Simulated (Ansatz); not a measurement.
# Ti: electrostatic potential with PBE+D3(BJ)-ATM

The system is Ti.

```
Ti
1.0
    -0.03614    2.02482    2.06134
     2.04223   -0.01331    2.03851
     2.01161    1.97137    0.01731
Ti
1
Direct
  0.00000 0.00000 0.00000
```

The cell isn't the ideal one: cell strained at random at fixed volume.

```json
{
  "Program": "Ansatz 0.2.0",
  "Task": "electrostatic potential",
  "Functional": "PBE",
  "Dispersion": "D3(BJ)-ATM",
  "Potentials or basis": "Ansatz PAW polarizable",
  "Cutoff": "420 eV",
  "Density cutoff": "3780 eV",
  "k mesh": "8 × 9 × 9",
  "Occupations": "tetrahedron",
  "Spin": "no spin polarisation"
}
```

- Pressure: -0.6 GPa
- Band gap on the k mesh: none (metal or under the smearing width)

Stress tensor (GPa, compression positive):
```
-0.93  2.14  0.17
 2.14 -0.12 -1.22
 0.17 -1.22 -0.85
```

Levels at points of the mesh, in eV from the Fermi level:
```tsv
k point	band 3	band 4	band 5	band 6	band 7	band 8	band 9	band 10
(0.00, 0.00, 0.00)	-32.46	-32.44	-6.17	0.67	0.82	1.11	2.51	2.69
(-0.50, 0.00, 0.00)	-32.55	-32.52	-2.72	0.45	0.61	1.01	3.65	3.71
```

It took 2.6 s on 1 thread of Arm Neoverse V2, on a shared host, peak memory 0.36 GiB.

Caveat: pairwise dispersion overbinds metals, which lowers pressure and volume; with tetrahedron occupations forces and stress needn't match the slope of the energy.
